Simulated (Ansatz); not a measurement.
# C (Fd-3m) in Ansatz: further runs, part 2 of 2

Ansatz 0.2.0.

## (4) Phonons, PBE

Contents of input.yaml:

```yaml
crystal:
  lattice:
    - [0.0, 1.78337, 1.78337]
    - [1.78337, 0.0, 1.78337]
    - [1.78337, 1.78337, 0.0]
  atoms:
    - { symbol: C, position: [0.75, 0.75, 0.75] }
    - { symbol: C, position: [0.5, 0.5, 0.5] }
kpoints:
  mp_grid: { grid: [10, 10, 10] }
scf:
  occupations: { method: fermi_dirac, width: 0.05 }
hamiltonian:
  xc: pbe
  pseudopotentials: { kind: all_electron, lapw: { basis_error: 0.001 } }
output: {}
phonons:
  method: fd
  supercell: [1, 1, 1]
```

Potentials or basis: all-electron LAPW, scalar-relativistic.

Launch:

```console
> ansatz run input.yaml --threads 1 --pin off --max-ram 3072MiB --backend cpu --events-out ev --progress --plain --runs-dir out
```

Standard output:

```text
Warning: RAYON_NUM_THREADS=1 ignored (pool sized by the plan → 1); use --threads N
LAPW: plane waves up to 11.172 Å⁻¹, error target 1.0e-3 eV per atom; small_component_spin mean_spin; C in spheres of 0.749 Å, 6 of its electrons in bands, Dirac shells [] (how accurate: hamiltonian.pseudopotentials.lapw.basis_error, Limitations)
Engine: ansatz 0.2.0, aarch64-unknown-linux-gnu
Pseudopotentials: kind: all_electron
Pseudopotential: C, LAPW, valence charge 6, lapw/all_electron/scalar/gaussian/C, Koelling and Harmon's equation, gaussian nucleus
Functional definition: PBE
  parameter kappa = 0.804
  parameter beta = 0.06672455060314922
  exchange = pbe_x(kappa = kappa, mu = beta*pi^2/3)
  correlation = pbe_c(beta = beta)
Crystal: 2 atoms, lattice volume = 11.344 Å³
Basis set: ecut = 475.52287301653826 eV, 283 PW (Γ), exchange–correlation at level 2
Bands: 10, of which v1, the nominal top of the filled ones, is band 6 counted from 1 (5 counted from 0)
Symmetry: 48 space group operations
k-points: 47 of 1000
Non-local potential: C, projectors of the file, none
Initial density: superposition of atomic densities (chi_scale 0.1, normalization cell)
Initial wavefunctions: plane waves of lowest kinetic energy (no species holds an atomic orbital)
Functional: x = pbe(κ = 0.804, μ = 0.2195149727645171), c = pbe(β = 0.06672455060314922)
iter 1 solved again at ethr=1.24e-2 eV; its pass at ethr=1.00e-1 eV (dr2=1.49e0 eV) is discarded
SCF iter   1: F=—  HF=-2074.076249 eV  |F-HF|=—  |Δ(HF+E_count)|=         —  Δρ=1.36e-1  dr2=1.49e0  ethr=1.24e-2  ⟨swp⟩=2.0  Hψ=3469  notcnv=0
preconditioner: auto → none  [insulator: Δε(μ)=4.865 eV  Ē_g=19.621 eV  σ=0.050 eV  W_gap=1.00  n_scr=0 (ndim 8)  ℏωp=31.2 eV  f_vac=0.000  D(μ)=0.00/eV (n_scr^D=0)  ε∞_Penn≈3.5]
SCF iter   2: F=—  HF=-2073.531136 eV  |F-HF|=—  |Δ(HF+E_count)|=   5.45e-1  Δρ=5.42e-2  dr2=2.19e-1  ethr=1.24e-2  ⟨swp⟩=2.8  Hψ=1282  notcnv=0
iter 3 solved again at ethr=6.91e-6 eV; its pass at ethr=1.82e-3 eV (dr2=8.29e-4 eV) is discarded
SCF iter   3: F=—  HF=-2073.466764 eV  |F-HF|=—  |Δ(HF+E_count)|=   6.44e-2  Δρ=4.65e-3  dr2=8.22e-4  ethr=6.91e-6  ⟨swp⟩=2.3  Hψ=2396  notcnv=0
SCF iter   4: F=—  HF=-2073.467203 eV  |F-HF|=—  |Δ(HF+E_count)|=         —  Δρ=3.13e-4  dr2=2.95e-6  ethr=6.85e-6  ⟨swp⟩=2.3  Hψ=1055  notcnv=0
the basis was enlarged: its passes take 66.6 KiB over the memory plan, 1 of 1 planned eigensolver slots
SCF iter   5: F=—  HF=-2073.467209 eV  |F-HF|=—  |Δ(HF+E_count)|=   6.16e-6  Δρ=3.12e-5  dr2=2.96e-8  ethr=2.45e-8  ⟨swp⟩=3.0  Hψ=1211  notcnv=0
SCF iter   6: F=-2073.467209 eV  HF=-2073.467209 eV  |F-HF|=6.79e-10  |Δ(HF+E_count)|=   6.58e-8  Δρ=2.46e-6  dr2=3.41e-10  ethr=2.47e-10  ⟨swp⟩=3.0  Hψ=1164  notcnv=0
SCF 1 converged in 6 iterations: F = -2073.467209 eV  dr2 = 3.41e-10
Symmetry: 4 space group operations
k-points: 171 of 1000 (time reversal used)
Initial density: handed on by an earlier stage of this run
Initial wavefunctions: plane waves of lowest kinetic energy (no species holds an atomic orbital; no wavefunctions were taken with the density)
iter 1 solved again at ethr=2.95e-6 eV; its pass at ethr=1.00e-1 eV (dr2=3.53e-4 eV) is discarded
SCF iter   1: F=—  HF=-2073.465488 eV  |F-HF|=—  |Δ(HF+E_count)|=         —  Δρ=2.53e-3  dr2=3.47e-4  ethr=2.95e-6  ⟨swp⟩=4.0  Hψ=15099  notcnv=0
preconditioner: auto → none  [insulator: Δε(μ)=4.010 eV  Ē_g=19.635 eV  σ=0.050 eV  W_gap=1.00  n_scr=0 (ndim 8)  ℏωp=31.2 eV  f_vac=0.000  D(μ)=0.00/eV (n_scr^D=0)  ε∞_Penn≈3.5]
SCF iter   2: F=—  HF=-2073.465368 eV  |F-HF|=—  |Δ(HF+E_count)|=   1.20e-4  Δρ=1.07e-3  dr2=4.94e-5  ethr=2.89e-6  ⟨swp⟩=2.0  Hψ=3762  notcnv=0
iter 3 solved again at ethr=4.11e-9 eV; its pass at ethr=4.12e-7 eV (dr2=4.93e-7 eV) is discarded
SCF iter   3: F=—  HF=-2073.465357 eV  |F-HF|=—  |Δ(HF+E_count)|=   1.11e-5  Δρ=1.25e-4  dr2=4.92e-7  ethr=4.11e-9  ⟨swp⟩=2.3  Hψ=7461  notcnv=0
SCF iter   4: F=—  HF=-2073.465357 eV  |F-HF|=—  |Δ(HF+E_count)|=   1.11e-7  Δρ=1.16e-5  dr2=1.06e-8  ethr=4.10e-9  ⟨swp⟩=2.0  Hψ=3762  notcnv=0
SCF iter   5: F=-2073.465357 eV  HF=-2073.465357 eV  |F-HF|=6.03e-10  |Δ(HF+E_count)|=   3.46e-9  Δρ=3.79e-6  dr2=8.97e-10  ethr=8.81e-11  ⟨swp⟩=2.9  Hψ=3992  notcnv=0
SCF 2 converged in 5 iterations: F = -2073.465357 eV  dr2 = 8.97e-10
SCF converged after 6 iterations
Free energy (F): -2073.467209 eV
Harris-Foulkes:  -2073.467209 eV  (|F-HF|=6.79e-10)
Internal energy: -2073.467209 eV  (E = F + TS)
E sigma→0 (E₀):  -2073.467209 eV
Fermi energy:    15.693950 eV
--- Per-component energies (eV) ---
  E_band       = -971.383570
  E_kinetic    = 2066.200445
  E_xc         = -295.486266
  E_electrostatic = -3844.181388  (all electrons and nuclei)
  E_smearing   = -0.000000  (= −TS)
  E_closure    = 0.000000  (closes the sum)
  E_atoms      = -2055.265647  (free atoms, spherical and without spin; not in F)
  Σ components = -2073.467209   (vs F -2073.467209, Δ=0.00e0)
  Basis errors (estimates in eV, not in F): energy 6.1e-4 per atom: plane waves 5.9e-4 (3.9e-4 summed), levels above the bands 1.1e-132, relativity 9.6e-9, radial functions 1.8e-5, core shells 0.0e0; eigenvalues (radial functions only) 9.9e-7; not estimated: angular momenta, meshes, grids; target (lapw.basis_error) 1.0e-3; muffin-tin radii C 0.749 Å
--- Forces (eV/Å), atoms counted from 1 ---
  atom   1  C      0.00000000    -0.00000000     0.00000000
  atom   2  C      0.00000000     0.00000000     0.00000000
  max |Σ_I F_I| component: 9.25e-17 eV/Å
--- Band table (eV; the first three rows and the last of 47) ---
  k-point 0: bands = ["-252.1676", "-252.1559", "-7.8414", "13.6283", "13.6283", "13.6283", "19.2283", "19.2283", "19.2283", "26.9667"]
  k-point 1: bands = ["-252.1674", "-252.1561", "-7.5648", "11.9546", "13.1826", "13.1826", "19.8142", "19.8142", "20.1704", "27.2032"]
  k-point 2: bands = ["-252.1668", "-252.1567", "-6.7400", "8.7506", "12.3072", "12.3072", "20.9443", "20.9443", "21.3761", "27.8598"]
  k-point 46: bands = ["-252.1617", "-252.1617", "1.5588", "1.5588", "5.5089", "5.5089", "23.0110", "23.0110", "27.1267", "27.1267"]
--- Phonons: 1 displaced member + reference (amplitude 0.01 Å, Σ member SCF iterations 5) ---
  symmetry images taken by strict's conditions (phonons.symmetry_images: auto; settled by no image being taken that strict refuses)
  ASR residual: 1.289e-3 → 0.000e0 eV/Å²; symmetrization residual: 3.553e-14 eV/Å²
  largest component of a force at the reference: 4.6e-17 eV/Å
  ASR residual per site (eV/Å²): 1.29e-3 1.29e-3
  Γ frequencies (cm⁻¹): 0.00 0.00 0.00 1295.03 1295.03 1295.03
  density of states and harmonic sums: on the 30×30×30 q-mesh, interpolated from the force constants of a 1×1×1 supercell (no non-analytic term)
  largest difference from the sums on the solved wave vectors: F 8.67e-2 eV, S 3.24e-4 and C_V 2.55e-4 eV/K
  zero-point energy: 0.327594 eV/cell   skipped modes (ω ≤ 0): 3   left out of the sums: 1.85e-5 of the cell's modes: C_V's classical limit lies that fraction below 3 k_B per atom; for a crystal, a wire or a layer, F and S can be off by more, and a phonons.interpolated_qmesh denser along its periods is the remedy for the sampling
```

Wall time 12 s (1 thread of Arm Neoverse V2, shared host); peak memory 0.3 GiB.

What came out:

- Free energy: -2073.4672 eV
- Band gap on the k mesh: 4.18 eV, indirect (least direct gap 5.60 eV)
- Highest phonon frequency at Γ: 1295 cm⁻¹

Levels at points of the mesh, in eV from the valence-band top:
```csv
k point,band 3,band 4,band 5,band 6,band 7,band 8,band 9,band 10
"(0.00, 0.00, 0.00)",-21.47,0.00,0.00,0.00,5.60,5.60,5.60,13.34
"(0.00, 0.00, -0.50)",-15.70,-13.37,-2.80,-2.80,8.47,8.47,8.85,15.70
"(0.00, -0.50, -0.50)",-12.76,-12.76,-6.30,-6.30,4.77,4.77,16.81,16.81
```

Phonon frequencies in cm⁻¹ (negative: imaginary):
```tsv
q point	frequencies
(0.000, 0.000, 0.000)	0 0 0 1295 1295 1295
```

## (5) Elastic constants, PBE

input.yaml: that of step 4 with these lines changed.

```diff
@@ -15,5 +15,7 @@
   pseudopotentials: { kind: all_electron, lapw: { basis_error: 0.001 } }
-output: {}
-phonons:
-  method: fd
-  supercell: [1, 1, 1]
+output:
+  forces: true
+  stress: true
+elastic:
+  mode: clamped_ion
+  stencil: two_point
```

Launch:

```console
> ansatz run input.yaml --threads 1 --pin off --max-ram 3072MiB --backend cpu --events-out ev --progress --plain --runs-dir out
```

Wall time 23 s (1 thread of Arm Neoverse V2, shared host); peak memory 0.32 GiB.

The run converged. Its results:

```
Free energy                                 : -2073.4672 eV
Pressure                                    : 1.8 GPa
Band gap on the k mesh                      : 4.18 eV, indirect (least direct gap 5.60 eV)
Clamped-ion elastic constants C11, C12, C44 : 1062, 129, 567 GPa
Voigt bulk modulus                          : 440 GPa
```

Levels at points of the mesh, in eV from the valence-band top:
```
             k point  band 4  band 5  band 6  band 7  band 8  band 9
  (0.00, 0.00, 0.00)    0.00    0.00    0.00    5.60    5.60    5.60
 (0.00, 0.00, -0.50)  -13.37   -2.80   -2.80    8.47    8.47    8.85
(0.00, -0.50, -0.50)  -12.76   -6.30   -6.30    4.77    4.77   16.81
```

Elastic tensor in Voigt notation (GPa, ions clamped, in the Cartesian axes of the cell as first typed):
```
1062  129  129    0    0    0
 129 1062  129    0    0    0
 129  129 1062    0    0    0
   0    0    0  567    0    0
   0    0    0    0  567    0
   0    0    0    0    0  567
```

## (6) Summary

| task | level | potentials or basis | k mesh | cutoff (eV) | smearing | basis error allowed | gap on the mesh (eV) | pressure (GPa) |
| --- | --- | --- | --- | --- | --- | --- | --- | --- |
| band structure | revPBE | all-electron LAPW, scalar-relativistic | 13 × 13 × 13 | 448 | fermi-dirac 0.05 eV | 0.001 eV/atom | 4.14 | 6.4 |
| Born charges and dielectric tensor | LDA | all-electron PAW datasets made for the crystal | 13 × 13 × 13 | 600 | fixed | - | 4.11 | - |
| phonons | PBE | all-electron LAPW, scalar-relativistic | 10 × 10 × 10 | 476 | fermi-dirac 0.05 eV | 0.001 eV/atom | 4.18 | - |
| elastic constants | PBE | all-electron LAPW, scalar-relativistic | 10 × 10 × 10 | 476 | fermi-dirac 0.05 eV | 0.001 eV/atom | 4.18 | 1.8 |

Alike in all rows: no spin polarisation; cell as given.

Caveats: the program warned that the printed levels may be off, so bands, gaps and densities of states are rough (some runs); an odd mesh through Γ misses points on the zone boundary, where band edges often lie (some runs).

Compare energies only between runs with the same functional and basis.
